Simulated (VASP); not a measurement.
# BaTiO3: what each functional gives, and what it costs, part 3 of 8

Aim: the band gap of BaTiO3 at many levels of theory on one cell, with the cost of each. Left out of this account: 1 further run (bands with TB-mBJ + SOC: it diverged and was aborted). The start is a cell from a database of measured crystal structures.

VASP 6.6.1, plane waves and PAW; the level of theory is named at each step.

So far, least gap on mesh and path (eV): step 2 (bands, level LDA, k 4×4×4) 1.69; step 3 (bands, level PBEsol, k 4×4×4) 1.74; step 4 (bands, level PBE, k 4×4×4) 1.79.

## (5) Bands with r2SCAN, k 4×4×4

This step: r2SCAN; plane waves and PAW (Ba_sv, Ti_sv, O) (VASP 6.6.1).

r2SCAN adds the kinetic-energy density, costs more than a GGA and is run with LASPH.

Input file INCAR:

```
SYSTEM = BaTiO3
PREC = Accurate
ENCUT = 520
EDIFF = 1E-06
NELM = 100
ISMEAR = 0
SIGMA = 0.02
LREAL = .FALSE.
ALGO = Normal
METAGGA = R2SCAN
LASPH = .TRUE.
NBANDS = 35
LORBIT = 11
LWAVE = .FALSE.
LCHARG = .FALSE.
KPAR = 8
```

Input file POSCAR:

```
BaTiO3
1.0
    3.9904800000      0.0000000000      0.0000000000
    0.0000000000      3.9904800000      0.0000000000
    0.0000000000      0.0000000000      4.0230300000
Ba Ti O
1 1 3
Direct
    0.0000000000      0.0000000000      0.0000000000
    0.5000000000      0.5000000000      0.5220000000
    0.5000000000      0.5000000000      0.9790000000
    0.5000000000      0.0000000000      0.4880000000
    0.0000000000      0.5000000000      0.4880000000
```

Input file KPOINTS:

```
Automatic mesh
0
Gamma
4 4 4
0 0 0
```

Input file KPOINTS_OPT:

```
Line mode
16
Line-mode
Reciprocal
  0.00000000   0.00000000   0.00000000 GAMMA
  0.00000000   0.50000000   0.00000000 X

  0.00000000   0.50000000   0.00000000 X
  0.50000000   0.50000000   0.00000000 M

  0.50000000   0.50000000   0.00000000 M
  0.00000000   0.00000000   0.00000000 GAMMA

  0.00000000   0.00000000   0.00000000 GAMMA
  0.00000000   0.00000000   0.50000000 Z

  0.00000000   0.00000000   0.50000000 Z
  0.00000000   0.50000000   0.50000000 R

  0.00000000   0.50000000   0.50000000 R
  0.50000000   0.50000000   0.50000000 A

  0.50000000   0.50000000   0.50000000 A
  0.00000000   0.00000000   0.50000000 Z

  0.00000000   0.50000000   0.00000000 X
  0.00000000   0.50000000   0.50000000 R

  0.50000000   0.50000000   0.00000000 M
  0.50000000   0.50000000   0.50000000 A
```

Potentials, in the order of the species: Ba_sv, Ti_sv and O (PBE family, release 64).

Launch:

```
> mpirun -np 8 vasp_std
```

Numbers of over 12 decimals in the logs are rounded to 6 here.

The program printed:

```text
[banner, memory and clock lines left out]
running    8 mpi-ranks, on    1 nodes
[...]
[... a notice as in an earlier step ...]

 [... a notice as in an earlier step ...]

 LDA part: xc-table for (None), standard interpolation
 POSCAR, INCAR and KPOINTS ok, starting setup
[...]
entering main loop
       N       E                     dE             d eps       ncg     rms          rms(c)
DAV:   1     0.365982957099E+03    0.36598E+03   -0.20211E+04  1260   0.126E+03
DAV:   2    -0.545951676579E+02   -0.42058E+03   -0.39092E+03  1360   0.364E+02
DAV:   3    -0.950240898388E+02   -0.40429E+02   -0.39832E+02  1850   0.111E+02
DAV:   4    -0.969985422112E+02   -0.19745E+01   -0.19648E+01  1826   0.198E+01
[...]
DAV:  14    -0.742375899193E+02    0.41792E-05   -0.45339E-05  1530   0.480E-02    0.127E-02
DAV:  15    -0.742375873571E+02    0.25623E-05   -0.69662E-06  1566   0.154E-02    0.672E-03
DAV:  16    -0.742375880045E+02   -0.64745E-06   -0.79067E-07   937   0.698E-03
   1 F= -.74237588E+02 E0= -.74237588E+02  d E =-.512444E-15
 Start KPOINTS_OPT (optional k-point list driver)
k-point batch [1-18\144]
       N       E                     dE             ncg
DAV:   1     0.255158784924E+03   -0.90844E+04     1260
DAV:   2    -0.693910518701E+04   -0.71943E+04     1383
DAV:   3    -0.766661115811E+04   -0.72751E+03     1740
DAV:   4    -0.769570194993E+04   -0.29091E+02     1760
DAV:   5    -0.769638247692E+04   -0.68053E+00     1520
DAV:   6    -0.769639589968E+04   -0.13423E-01     1588
DAV:   7    -0.769639636053E+04   -0.46084E-03     1544
DAV:   8    -0.769639637876E+04   -0.18230E-04     1412
DAV:   9    -0.769639637953E+04   -0.76761E-06     1224
[...]
k-point batch [127-144\144]
       N       E                     dE             ncg
DAV:   1     0.293593109723E+03   -0.25002E+05     1260
DAV:   2    -0.706335974577E+04   -0.73570E+04     1380
DAV:   3    -0.784507913166E+04   -0.78172E+03     1913
DAV:   4    -0.787707192724E+04   -0.31993E+02     1667
[...]
DAV:   8    -0.787794657452E+04   -0.20330E-04     1216
DAV:   9    -0.787794657555E+04   -0.10310E-05     1195
DAV:  10    -0.787794657562E+04   -0.68363E-07      945
```

The job ended after 51 s (8 MPI ranks of Intel Xeon 6975P-C (Granite Rapids), shared host; peak memory 1.8 GiB).

Parts of OUTCAR (step 5):

```text
  Total        0.7967816      0.7967816      1.8058557      0.0000000     -0.0000000      0.0000000
  in kB       19.9272033     19.9272033     45.1637582      0.0000000     -0.0000000      0.0000000
  external PRESSURE =      28.3393883 kB  Pullay stress =       0.0000000 kB

 POSITION                                       TOTAL-FORCE (eV/Angst)
 -----------------------------------------------------------------------------------
      0.00000      0.00000      0.00000        -0.000000     -0.000000      0.141285
      1.99524      1.99524      2.10002         0.000000      0.000000     -0.235185
      1.99524      1.99524      3.93855         0.000000      0.000000      0.021358
      1.99524      0.00000      1.96324         0.000000     -0.000000      0.036271
      0.00000      1.99524      1.96324        -0.000000     -0.000000      0.036271
 -----------------------------------------------------------------------------------
    total drift:                                0.000000      0.000000      0.008233

  FREE ENERGIE OF THE ION-ELECTRON SYSTEM (eV)
  ---------------------------------------------------
  free  energy   TOTEN  =       -74.2375880045 eV

  energy  without entropy=      -74.2375880045  energy(sigma->0) =      -74.23758800

[... 2 parts as in an earlier step ...]

[... 1 further part left out ...]
[key lines of the parts left out:]
E-fermi :   3.7265
```

At this level the cell is under a pressure of 2.8 GPa, so at these settings it is away from equilibrium.

The electronic bands at the labelled points (eV, zero at the valence-band top; v1 is the highest filled band, c1 the lowest empty one):

| point | v4 | v3 | v2 | v1 | c1 | c2 | c3 | c4 |
| --- | --- | --- | --- | --- | --- | --- | --- | --- |
| Γ | -1.21 | -0.48 | -0.39 | -0.39 | 2.19 | 2.54 | 2.54 | 4.32 |
| 0.47 of the way | -1.51 | -1.22 | -0.79 | -0.67 | 2.59 | 3.04 | 3.08 | 4.47 |
| X | -1.85 | -1.69 | -1.17 | -1.02 | 2.67 | 3.89 | 3.95 | 4.45 |
| 0.47 of the way | -1.74 | -1.60 | -1.14 | -0.58 | 3.14 | 3.96 | 4.02 | 5.00 |
| M | -1.91 | -1.12 | -1.12 | -0.09 | 3.97 | 3.97 | 4.36 | 5.05 |
| 0.47 of the way | -2.01 | -1.22 | -1.04 | -0.51 | 3.16 | 3.37 | 3.59 | 5.04 |
| Γ | -1.21 | -0.48 | -0.39 | -0.39 | 2.19 | 2.54 | 2.54 | 4.32 |
| 0.47 of the way | -1.60 | -1.27 | -0.56 | -0.56 | 2.26 | 3.23 | 3.23 | 4.32 |
| Z | -2.01 | -1.97 | -0.75 | -0.75 | 2.34 | 4.00 | 4.00 | 4.32 |
| 0.53 of the way | -1.42 | -1.39 | -1.14 | -0.63 | 3.27 | 4.01 | 4.07 | 5.06 |
| R | -1.81 | -0.96 | -0.93 | -0.27 | 3.92 | 4.01 | 4.35 | 5.22 |
| 0.47 of the way | -2.54 | -0.68 | -0.59 | -0.23 | 4.19 | 4.20 | 4.46 | 6.52 |
| A | -2.47 | -0.18 | -0.18 | 0.00 | 4.58 | 4.59 | 4.59 | 7.04 |
| 0.47 of the way | -2.28 | -0.85 | -0.70 | -0.60 | 3.79 | 4.16 | 4.20 | 6.47 |
| Z | -2.01 | -1.97 | -0.75 | -0.75 | 2.34 | 4.00 | 4.00 | 4.32 |
| jump to X | -1.85 | -1.69 | -1.17 | -1.02 | 2.67 | 3.89 | 3.95 | 4.45 |
| 0.47 of the way | -1.50 | -1.50 | -1.28 | -0.72 | 3.29 | 3.90 | 4.05 | 5.03 |
| R | -1.81 | -0.96 | -0.93 | -0.27 | 3.92 | 4.01 | 4.35 | 5.22 |
| jump to M | -1.91 | -1.12 | -1.12 | -0.09 | 3.97 | 3.97 | 4.36 | 5.05 |
| 0.47 of the way | -2.63 | -0.79 | -0.79 | -0.05 | 4.23 | 4.23 | 4.46 | 6.33 |
| A | -2.47 | -0.18 | -0.18 | 0.00 | 4.58 | 4.59 | 4.59 | 7.04 |

The largest weight of each band there:

| point | v4 | v3 | v2 | v1 | c1 | c2 | c3 | c4 |
| --- | --- | --- | --- | --- | --- | --- | --- | --- |
| Γ | O 0.99 | O 0.88 | O 0.90 | O 0.90 | Ti 0.97 | Ti 0.88 | Ti 0.88 | Ti 0.95 |
| X | O 0.73 | O 0.82 | O 0.85 | O 0.88 | Ti 0.93 | Ti 0.82 | Ti 0.82 | Ti 0.93 |
| M | O 0.85 | O 0.88 | O 0.88 | O 0.98 | Ti 0.83 | Ti 0.83 | Ti 0.87 | Ti 0.90 |
| Γ | O 0.99 | O 0.88 | O 0.90 | O 0.90 | Ti 0.97 | Ti 0.88 | Ti 0.88 | Ti 0.95 |
| Z | O 0.87 | O 0.92 | O 0.94 | O 0.94 | Ti 1.00 | Ti 0.82 | Ti 0.82 | Ti 0.95 |
| R | O 0.86 | O 0.88 | O 0.89 | O 0.97 | Ti 0.84 | Ti 0.84 | Ti 0.87 | Ti 0.88 |

The gap is 2.19 eV, indirect, from A to Γ. Against LDA that is +0.49 eV; this run took 3.4 times the core time.

## (6) Bands with TB-mBJ, k 4×4×4

This step: TB-mBJ; plane waves and PAW (Ba_sv, Ti_sv, O) (VASP 6.6.1).

TB-mBJ is a local potential fitted to gaps: it costs far less than a hybrid but gives no energy.

INCAR, as its differences from that of step 5:

```diff
@@ -4,3 +4,3 @@
 EDIFF = 1E-06
-NELM = 100
+NELM = 150
 ISMEAR = 0
@@ -9,3 +9,3 @@
 ALGO = Normal
-METAGGA = R2SCAN
+METAGGA = MBJ
 LASPH = .TRUE.
```

POSCAR is that of step 5.

KPOINTS is that of step 5.

KPOINTS_OPT is that of step 5.

Launch:

```
> mpirun -np 8 vasp_std
```

The program printed:

```text
[... set-up lines as in an earlier step ...]
 entering main loop
       N       E                     dE             d eps       ncg     rms          rms(c)
DAV:   1     0.887307591875E+03    0.88731E+03   -0.19570E+04  1260   0.122E+03
DAV:   2     0.481279618100E+03   -0.40603E+03   -0.37828E+03  1356   0.353E+02
DAV:   3     0.441277041521E+03   -0.40003E+02   -0.39359E+02  1887   0.109E+02
DAV:   4     0.439374780067E+03   -0.19023E+01   -0.18912E+01  1786   0.194E+01
[...]
DAV:   8     0.451294112973E+03    0.75204E+01   -0.86030E+00  1653   0.246E+01    0.437E+00
DAV:   9     0.450547944047E+03   -0.74617E+00   -0.24319E+00  1387   0.116E+01    0.617E+00
DAV:  10     0.453536219337E+03    0.29883E+01   -0.11031E+01  1303   0.246E+01    0.257E+00
[... 130 further cycles ...]
DAV: 141     0.450737788268E+03    0.21618E+00   -0.41422E-03  1460   0.459E-01    0.423E+00
DAV: 142     0.450705817506E+03   -0.31971E-01   -0.69122E-04  1396   0.200E-01    0.422E+00
DAV: 143     0.450722523725E+03    0.16706E-01   -0.25011E-04  1475   0.110E-01    0.417E+00
DAV: 144     0.450819168911E+03    0.96645E-01   -0.12510E-03  1293   0.211E-01    0.415E+00
[...]
DAV: 148     0.451876996991E+03    0.17016E+00   -0.15999E-01  1269   0.180E+00    0.385E+00
DAV: 149     0.444226706216E+03   -0.76503E+01   -0.34690E+01  1541   0.434E+01    0.897E+00
DAV: 150     0.451930706252E+03    0.77040E+01   -0.52011E+01  1497   0.543E+01
 -----------------------------------------------------------------------------
|                                                                             |
|           W    W    AA    RRRRR   N    N  II  N    N   GGGG   !!!           |
|           W    W   A  A   R    R  NN   N  II  NN   N  G    G  !!!           |
|           W    W  A    A  R    R  N N  N  II  N N  N  G       !!!           |
|           W WW W  AAAAAA  RRRRR   N  N N  II  N  N N  G  GGG   !            |
|           WW  WW  A    A  R   R   N   NN  II  N   NN  G    G                |
|           W    W  A    A  R    R  N    N  II  N    N   GGGG   !!!           |
|                                                                             |
|     The electronic self-consistency was not achieved in the given           |
|     number of steps (NELM). The forces and other quantities evaluated       |
|     might not be reliable so examine the results carefully. If you find     |
|     spurious results, we suggest increasing NELM, if you were close to      |
|     convergence or switching to a different ALGO or adjusting the           |
|     density mixing parameters otherwise.                                    |
|                                                                             |
 -----------------------------------------------------------------------------

   1 F= 0.45193071E+03 E0= 0.45193071E+03  d E =-.341352E-11
 Start KPOINTS_OPT (optional k-point list driver)
k-point batch [1-18\144]
       N       E                     dE             ncg
DAV:   1     0.137615119842E+04   -0.79634E+04     1260
DAV:   2    -0.577450564784E+04   -0.71507E+04     1380
DAV:   3    -0.648774595073E+04   -0.71324E+03     1703
DAV:   4    -0.651922043506E+04   -0.31474E+02     1848
[...]
DAV:   8    -0.652002325831E+04   -0.27081E-04     1349
DAV:   9    -0.652002325960E+04   -0.12871E-05     1194
DAV:  10    -0.652002325966E+04   -0.61617E-07     1053
[...]
k-point batch [127-144\144]
       N       E                     dE             ncg
DAV:   1     0.141499655258E+04   -0.23880E+05     1260
DAV:   2    -0.588586709754E+04   -0.73009E+04     1356
DAV:   3    -0.664603163763E+04   -0.76016E+03     1897
DAV:   4    -0.668033580407E+04   -0.34304E+02     1731
DAV:   5    -0.668127341579E+04   -0.93761E+00     1704
DAV:   6    -0.668128818970E+04   -0.14774E-01     1711
DAV:   7    -0.668128830942E+04   -0.11971E-03     1680
DAV:   8    -0.668128831220E+04   -0.27775E-05     1196
DAV:   9    -0.668128831230E+04   -0.10532E-06     1120
```

Elapsed: 79 s, on 8 MPI ranks; peak memory 2 GiB; 10 min of CPU time.

From OUTCAR (step 6):

```text
 k-point     1 :       0.0000    0.0000    0.0000
  band No.  band energies     occupation
    ...
     16       3.1758      2.00000
     17       3.3632      2.00000
     18       4.0140      2.00000
     19       4.1128      2.00000
     20       4.1128      2.00000
     21       7.7526      0.00000
     22       8.0058      0.00000
     23       8.0059      0.00000
     24       9.6439      0.00000
     25       9.8467      0.00000
    ...

  Total      -65.2306037    -65.2306037    -62.6895641      0.0000000      0.0000000      0.0000000
  in kB    -1631.3923902  -1631.3923902  -1567.8419637      0.0000000      0.0000000      0.0000000
  external PRESSURE =   -1610.2089147 kB  Pullay stress =       0.0000000 kB

 POSITION                                       TOTAL-FORCE (eV/Angst)
 -----------------------------------------------------------------------------------
      0.00000      0.00000      0.00000         0.000000      0.000000     -0.155865
      1.99524      1.99524      2.10002         0.000000      0.000000     -1.851480
      1.99524      1.99524      3.93855         0.000000      0.000000      1.457245
      1.99524      0.00000      1.96324         0.000000      0.000000      0.275050
      0.00000      1.99524      1.96324        -0.000000      0.000000      0.275050
 -----------------------------------------------------------------------------------
    total drift:                               -0.000000      0.000000     -1.428754

  FREE ENERGIE OF THE ION-ELECTRON SYSTEM (eV)
  ---------------------------------------------------
  free  energy   TOTEN  =       451.9307062520 eV

  energy  without entropy=      451.9307062520  energy(sigma->0) =      451.93070625

[... 8 parts as in an earlier step ...]

[... 11 further parts left out ...]
[key lines of the parts left out:]
E-fermi :   4.5454
```

EDIFF was not reached within NELM cycles, so the run counts as unconverged.

[end of part 3 of 8]

[Lines on the potential files, build, host, timing and source positions are cut from VASP's logs without a mark.]

[Logs are printed without paths, hosts, clocks, repeated set-up lines and the standing remarks that a program may print on its own settings, such as how far it seeks lower states.]

[Hosts, paths, dates, database ids (printed as entryN), source tags and the programs' standing remarks are cut or masked in the printed files.]

[Measured values are set beside computed ones only where the two were judged alike; some that the calculation misses by far are left out.]

[In band tables of VASP the shares of atoms and orbitals are scaled to a sum of 1 inside the atoms' spheres.]
